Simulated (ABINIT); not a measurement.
A run of ABINIT 10.8.3 (patched build) is set up as follows.

run.abi

```
# Pseudopotentials
pp_dirpath "./"
pseudos "Au.upf, Cu.upf"

# Structure
acell 3*1.0 Angstrom
rprim
     3.9800000000     0.0000000000     0.0000000000
     0.0000000000     3.9800000000     0.0000000000
     0.0000000000     0.0000000000     3.9800000000
ntypat 2
znucl 79 29
natom 4
typat 1 1 1 2
chkprim 0
chksymtnons 0
tolsym 1.0e-6
xred
            1/2            1/2            0.0
            1/2            0.0            1/2
            0.0            1/2            1/2
            0.0            0.0            0.0

# Plane-wave basis
ecut 46.0
ecutsm 0.5

# k points
kptopt 1
ngkpt 5 5 5
nshiftk 1
shiftk 0.0 0.0 0.0

# Exchange and correlation
ixc -116133

# Bands and occupations
nband 46
occopt 3
tsmear 0.05 eV

# SCF cycle
nstep 80
tolvrs 1.0e-12

# Output
iomode 3
prteig 0
prtebands 0
prtwf 0
prtden 0

# Relaxation
ionmov 2
optcell 2
ntime 50
tolmxf 2.0e-5
dilatmx 1.08
```

Potentials or basis: PseudoDojo NC SR PBEsol v0.4.1 standard.

Launch:

```sh
$ mpirun --bind-to none -np 4 abinit run.abi > log 2>&1
```

(1) What does it give for the space group after relaxing (to 0.05 Å)?

(2) Predict the band gap on the k mesh.

## Answers

(1) Pm-3m (No. 221).

(2) none (metal or under the smearing width).
